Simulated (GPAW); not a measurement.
# Bi2Te2Se (R-3m) in GPAW: band structure with LDA

Aim: the band structure of Bi2Te2Se with LDA.

All numbers are computed with GPAW 26.7.0; they aren't measurements. Logs are shortened: lines on timing, memory, paths and dates and some standing lists are left out, and cuts for length are marked. The log counts tension as positive stress, the text compression.

## 1. Starting point

Symmetry: R-3m, No. 166, trigonal system. The conventional cell has a = 4.322 Å, b = 4.322 Å, c = 31.757 Å, α = 90.00°, β = 90.00°, γ = 120.00°. Bi (site symmetry 3m) is surrounded by 3 Te at 3.05 Å and 3 Se at 3.11 Å. Te (site symmetry 3m) is surrounded by 3 Bi at 3.05 Å. Se (site symmetry -3m) has 6 Bi at 3.11 Å as nearest neighbours.

The cell is a database's computed one.

## 2. Band structure, LDA

Input file run.py:

```python
from ase import Atoms
from ase.dft.bandgap import bandgap
from ase.io import write
from ase.units import GPa
from ase.parallel import parprint
from gpaw import GPAW, PW

atoms = Atoms(['Bi', 'Bi', 'Te', 'Te', 'Se'],
              cell=[[2.1609687617, 1.2476358963, 10.5855712543],
                    [-2.1609687617, 1.2476358963, 10.5855712543],
                    [0.0, -2.4952717926, 10.5855712543]],
              scaled_positions=[[0.39172124, 0.39172124, 0.39172124],
                                [0.60827876, 0.60827876, 0.60827876],
                                [0.78040487, 0.78040487, 0.78040487],
                                [0.21959513, 0.21959513, 0.21959513],
                                [0.0, 0.0, 0.0]],
              pbc=True)

calc = GPAW(mode=PW(600),
            xc='LDA',
            kpts={'size': (5, 5, 5), 'gamma': True},
            occupations={'name': 'fermi-dirac', 'width': 0.05},
            nbands=39,
            convergence={'density': 1e-05, 'energy': 1e-05},
            maxiter=150,
            txt='gpaw.txt')
atoms.calc = calc
energy = atoms.get_potential_energy()
forces = atoms.get_forces()
stress = atoms.get_stress()
calc.write('gs.gpw')
write('result.traj', atoms)
parprint(f'Energy: {energy:.6f} eV')
parprint('Forces (eV/A):')
parprint(forces.round(4))
parprint('Stress (GPa):', (stress / GPa).round(3))
parprint('Fermi level:', round(calc.get_fermi_level(), 4), 'eV')
parprint(f'Gap: {bandgap(calc)[0]:.4f} eV, direct: {bandgap(calc, direct=True)[0]:.4f} eV')

path = atoms.cell.bandpath('GLB1,BZGX,QFP1Z,LP', npoints=100, eps=1e-4)
bs_calc = calc.fixed_density(kpts=path, symmetry='off', nbands=67,
                             convergence={'bands': 'CBM+6.0', 'eigenstates': 1e-6}, txt='bands.txt')
bs = bs_calc.band_structure()
bs.write('bs.json')
parprint(f'Gap on the path: {bandgap(bs_calc)[0]:.4f} eV')
```

Potentials or basis: the program's PAW data sets (release 1.2.1) made for this functional, pw.

Launch:

```
$ OMP_NUM_THREADS=1 mpirun -n 4 gpaw python run.py
```

gpaw.txt:

```text
__  _  _
 | _ |_)|_||  |
 |__||  | ||/\| - 26.7.0

Input parameters:
  mode=PW(ecut=600.0),
  convergence={'density': 1e-05, 'energy': 1e-05},
  kpts=MonkhorstPack(size=(5, 5, 5), gamma=True),
  maxiter=150,
  nbands=39,
  occupations=Occupations(name='fermi-dirac', width=0.05),
  xc=XC(name='LDA')

Diagonalizing LCAO Hamiltonian
Converting LCAO to pw mode

       Te

       Bi

       Bi

       Te

       Se

Atoms  # Å, Bohr magnetons
|   | symbol |        x |         y |         z |    initial magnetic moments |
|---|--------|----------|-----------|-----------|-----------------------------|
| 0 |     Bi | 0.000000 |  0.000000 | 12.439779 | ( 0.0000,  0.0000,  0.0000) |
| 1 |     Bi | 0.000000 |  0.000000 | 19.316934 | ( 0.0000,  0.0000,  0.0000) |
| 2 |     Te | 0.000000 | -0.000000 | 24.783094 | ( 0.0000,  0.0000,  0.0000) |
| 3 |     Te | 0.000000 | -0.000000 |  6.973620 | ( 0.0000,  0.0000,  0.0000) |
| 4 |     Se | 0.000000 |  0.000000 |  0.000000 | ( 0.0000,  0.0000,  0.0000) |

Unit cell  # Å
| periodic |         x |         y |         z |   lengths |    angles |
|----------|-----------|-----------|-----------|-----------|-----------|
|      yes |  2.160969 |  1.247636 | 10.585571 | 10.875693 | 22.921560 |
|      yes | -2.160969 |  1.247636 | 10.585571 | 10.875693 | 22.921560 |
|      yes |  0.000000 | -2.495272 | 10.585571 | 10.875693 | 22.921560 |

Number of symmetries: 12
Symmetry operations  # r_c * U_cc + t_c -> r_c
|    | kind |            matrix            |
|----|------|------------------------------|
|  0 |  E   |  1, 0, 0,  0, 1, 0,  0, 0, 1 |
|  1 |  σ   |  1, 0, 0,  0, 0, 1,  0, 1, 0 |
|  2 |  σ   |  0, 1, 0,  1, 0, 0,  0, 0, 1 |
|  3 |  C3  |  0, 1, 0,  0, 0, 1,  1, 0, 0 |
|  4 |  C3  |  0, 0, 1,  1, 0, 0,  0, 1, 0 |
|  5 |  σ   |  0, 0, 1,  0, 1, 0,  1, 0, 0 |
|  6 |  C2  |  0, 0,-1,  0,-1, 0, -1, 0, 0 |
|  7 |  S6  |  0, 0,-1, -1, 0, 0,  0,-1, 0 |
|  8 |  S6  |  0,-1, 0,  0, 0,-1, -1, 0, 0 |
|  9 |  C2  |  0,-1, 0, -1, 0, 0,  0, 0,-1 |
| 10 |  C2  | -1, 0, 0,  0, 0,-1,  0,-1, 0 |
| 11 |  i   | -1, 0, 0,  0,-1, 0,  0, 0,-1 |

BZ-sampling:
  Number of BZ points: 125
  Number of IBZ points: 19

  Monkhorst-Pack size: [5, 5, 5]
  Monkhorst-Pack shift: [0, 0, 0]

K-points  # in reciprocal-cell coordinates
|     |                                coordinates |     weight |
|-----|--------------------------------------------|------------|
|   0 | (  0.00000000,   0.00000000,   0.00000000) | 0.00800000 |
|   1 | (  0.20000000,   0.00000000,  -0.20000000) | 0.04800000 |
|   2 | (  0.20000000,   0.00000000,   0.00000000) | 0.04800000 |
|   3 | (  0.20000000,   0.20000000,  -0.20000000) | 0.04800000 |
|   4 | (  0.20000000,   0.20000000,   0.00000000) | 0.04800000 |
|   5 | (  0.20000000,   0.20000000,   0.20000000) | 0.01600000 |
|   6 | (  0.40000000,  -0.20000000,  -0.20000000) | 0.04800000 |
|   7 | (  0.40000000,   0.00000000,  -0.40000000) | 0.04800000 |
|   8 | (  0.40000000,   0.00000000,  -0.20000000) | 0.09600000 |
|   9 | (  0.40000000,   0.00000000,   0.00000000) | 0.04800000 |
| ... |                                            |            |
|  18 | (  0.40000000,   0.40000000,   0.40000000) | 0.01600000 |

Plane wave coefficients: 5751
Cutoff: 600.0 eV

Spin-components: 1 (collinear spins)
Bands:           39
Projectors:      27
Spin-degeneracy: 2
Datatype:        complex128

Parallelization:
  kpt:    4
  domain: 1
  band:   1

Density:
  Valence electrons: 48.0
  Components: 1
  Grid points: [63 63 63]
  Charge: 0.0  # |e|

Potential:
  Grid points: [63 63 63]

species:
  Bi:
    name:    Bismuth
    Z:       83.0
    valence: 15
    core:    68
    charge:  0.0  # [|e|]
    compensation charges:
      type: gauss
      rc: 0.38  # [Å]
      lmax: 2
    cutoffs:
      filter: 2.23  # [Å]
      core: 2.33  # [Å]
    projectors
    | kind |    occ | energy [eV] | rcut [Å] |
    |------|--------|-------------|----------|
    |   6s |  2.000 |     -14.665 |    1.286 |
    |   6p |  3.000 |      -4.777 |    1.275 |
    |   5d | 10.000 |     -27.225 |    1.349 |
    |    s |        |      12.546 |    1.286 |
    |    p |        |      22.434 |    1.275 |
    |    d |        |      -0.013 |    1.349 |

    Using partial waves for Bi as LCAO basis

  Te:
    name:    Tellurium
    Z:       52.0
    valence: 6
    core:    46
    charge:  0.0  # [|e|]
    compensation charges:
      type: gauss
      rc: 0.36  # [Å]
      lmax: 2
    cutoffs:
      filter: 2.09  # [Å]
      core: 3.17  # [Å]
    projectors
    | kind |    occ | energy [eV] | rcut [Å] |
    |------|--------|-------------|----------|
    |   5s |  2.000 |     -15.337 |    1.180 |
    |   5p |  4.000 |      -6.113 |    1.196 |
    |    s |        |      11.875 |    1.180 |
    |    p |        |      21.098 |    1.196 |
    |    d |        |       0.000 |    1.238 |

    Using partial waves for Te as LCAO basis

  Se:
    name:    Selenium
    Z:       34.0
    valence: 6
    core:    28
    charge:  0.0  # [|e|]
    compensation charges:
      type: gauss
      rc: 0.27  # [Å]
      lmax: 2
    cutoffs:
      filter: 1.77  # [Å]
      core: 2.67  # [Å]
    projectors
    | kind |    occ | energy [eV] | rcut [Å] |
    |------|--------|-------------|----------|
    |   4s |  2.000 |     -17.472 |    0.847 |
    |   4p |  4.000 |      -6.656 |    1.005 |
    |    s |        |       9.739 |    0.847 |
    |    p |        |      20.555 |    1.005 |
    |    d |        |       0.000 |    0.847 |

    Using partial waves for Se as LCAO basis

Reference energy: -1604368.861276  # eV

eigensolver:
  PPCG
  Converge bands: occupied
  niter=2

density mixing:
  MSR1-Mixer
  Pratt-step length: 0.05
  Maximum mixing coefficient: 0.75
  Old densities: 10
  SVD Regularization: 0.005
  Good broyden scale: 1.0
  Trust region scale: 1.0
  Backstep threshold: 4.0
  History deletion threshold: 6.0
  Fourier metric: weight=20.0, sigma=0.015

occupation numbers:
  Fermi-Dirac:
    width: 0.0500  # eV

poisson solver:
  ecut: 4800.0  # eV

xc functional:
  name: None

convergence criteria:
- Maximum integral of absolute [dens]ity change: 1e-05 electrons / valence electron
- Maximum [total energy] change in last 3 cyles: 1e-05 eV / valence electron
- Maximum integral of absolute [eigenst]ate change: 4e-08 eV^2 / valence electron
maximum number of iterations: 150

SCF iterations
|iter     | |      energy | eigst |  dens |
|---------|-|-------------|-------|-------|
|iter:   1| |  -24.311220 | +0.08 |       |
|iter:   2| |  -24.278293 | -1.92 | -1.27 |
|iter:   3| |  -24.165794 | -2.50 | -1.33 |
|iter:   4| |  -23.995036 | -3.04 | -1.52 |
|iter:   5| |  -23.966196 | -3.67 | -1.85 |
|iter:   6| |  -23.965781 | -4.32 | -2.33 |
|iter:   7| |  -23.965899c| -5.39 | -3.35 |
|iter:   8| |  -23.965943c| -5.63 | -3.76 |
|iter:   9| |  -23.965944c| -6.84 | -4.35 |
|iter:  10| |  -23.965944c| -7.67c| -4.76 |
|iter:  11| |  -23.965944c| -8.30c| -5.43c|

Converged in 11 steps
Energy contributions relative to reference atoms: (reference = -1604368.861276)

Energy contributions:
  Kinetic:          47.329254
  Coulomb:         -47.208121
  Zero:             -2.547044
  External:          0.000000
  Xc:              -21.539859
  Entropy:          -0.000349
  Spinorbit:         0.000000
  ----------------------------
  Free energy:     -23.966118
  Extrapolated:    -23.965944

dipole moment: (0.000000, -0.000000, -117.248669)  # |e|*Ang

Fermi level: 4.768
Eigenvalues  # (at kpt = [0.000, 0.000, 0.000])
| band index |      eig [eV] | occ [0-2] |
|------------|---------------|-----------|
|          0 |       -18.305 |     2.000 |
|        ... |               |           |
|         16 |         2.873 |     2.000 |
|         17 |         2.873 |     2.000 |
|         18 |         2.888 |     2.000 |
|         19 |         3.548 |     2.000 |
|         20 |         3.548 |     2.000 |
|         21 |         3.963 |     2.000 |
[... 8 lines left out ...]
|         30 |        10.409 |     0.000 |
|         31 |        11.027 |     0.000 |
|        ... |               |           |
|         38 |        12.693 |     0.000 |

Gap: 0.345 eV
Transition (v -> c):
  (s=0, k=0, n=23, [0.00, 0.00, 0.00]) -> (s=0, k=0, n=24, [0.00, 0.00, 0.00])
No difference between direct/indirect transitions

Forces  # eV/Ang
|        x |        y |        z |
|----------|----------|----------|
|  0.00000 |  0.00000 | -0.00527 |  # Bi   0
| -0.00000 |  0.00000 |  0.00527 |  # Bi   1
|  0.00000 |  0.00000 | -0.16663 |  # Te   2
| -0.00000 | -0.00000 |  0.16663 |  # Te   3
|  0.00000 |  0.00000 |  0.00000 |  # Se   4

Stress tensor  # eV/Ang^3
|        x |         y |         z |
|----------|-----------|-----------|
| 0.017551 |  0.000000 |  0.000000 |
| 0.000000 |  0.017551 | -0.000000 |
| 0.000000 | -0.000000 |  0.018533 |

# Writing to gs.gpw (mode='')
```

It took 11 min on 4 MPI ranks of Arm Neoverse V1, shared host; peak memory 0.86 GiB.

Results:

```yaml
Free_energy: -23.9661 eV
Pressure: -2.9 GPa
Largest_force: 0.167 eV/Å
Band_gap_on_the_k_mesh: 0.34 eV, direct
Band_gap_along_the_path: 0.34 eV, direct
```

Forces in eV/Å, atoms in the order of the input:
```
Bi   0.000  0.000 -0.005
Bi   0.000  0.000  0.005
Te   0.000  0.000 -0.167
Te   0.000  0.000  0.167
Se   0.000  0.000  0.000
```

Stress tensor (GPa, compression positive):
```
-2.81  0.00  0.00
 0.00 -2.81  0.00
 0.00  0.00 -2.97
```

Levels at the corners of the path, in eV from the valence-band top:
| point | band 20 | band 21 | band 22 | band 23 | band 24 | band 25 | band 26 | band 27 | band 28 | band 29 |
| --- | --- | --- | --- | --- | --- | --- | --- | --- | --- | --- |
| Γ | -1.03 | -1.03 | -0.62 | -0.62 | 0.00 | 0.34 | 1.34 | 1.34 | 2.13 | 2.50 |
| L | -2.50 | -2.18 | -1.61 | -0.82 | -0.53 | 1.01 | 1.95 | 2.81 | 3.06 | 3.74 |
| B1 | -2.67 | -2.30 | -1.47 | -0.75 | -0.55 | 1.53 | 2.26 | 2.82 | 3.44 | 4.13 |
| B | -2.67 | -2.30 | -1.47 | -0.75 | -0.55 | 1.53 | 2.26 | 2.82 | 3.44 | 4.13 |
| Z | -0.96 | -0.96 | -0.73 | -0.73 | -0.55 | 0.77 | 1.50 | 1.50 | 2.03 | 2.34 |
| Γ | -1.03 | -1.03 | -0.62 | -0.62 | 0.00 | 0.34 | 1.34 | 1.34 | 2.13 | 2.50 |
| X | -2.51 | -2.46 | -1.44 | -0.82 | -0.54 | 1.54 | 2.50 | 2.56 | 3.64 | 3.92 |
| Q | -2.51 | -2.46 | -1.44 | -0.82 | -0.54 | 1.54 | 2.50 | 2.56 | 3.64 | 3.92 |
| F | -2.02 | -1.79 | -1.36 | -1.04 | -0.93 | 1.56 | 1.70 | 2.37 | 2.93 | 3.40 |
| P1 | -2.06 | -2.06 | -1.07 | -1.06 | -0.98 | 1.46 | 1.83 | 2.23 | 2.96 | 3.53 |
| Z | -0.96 | -0.96 | -0.73 | -0.73 | -0.55 | 0.77 | 1.50 | 1.50 | 2.03 | 2.34 |
| L | -2.50 | -2.18 | -1.61 | -0.82 | -0.53 | 1.01 | 1.95 | 2.81 | 3.06 | 3.74 |
| P | -2.06 | -2.06 | -1.07 | -1.06 | -0.98 | 1.46 | 1.83 | 2.23 | 2.96 | 3.53 |

Caveat: spin-orbit coupling is left out, which as a rule narrows the gap of such compounds by several tenths of an eV; the program warned that so skewed a cell can give wrong results. As with any semilocal functional, this LDA gap is likely too small.
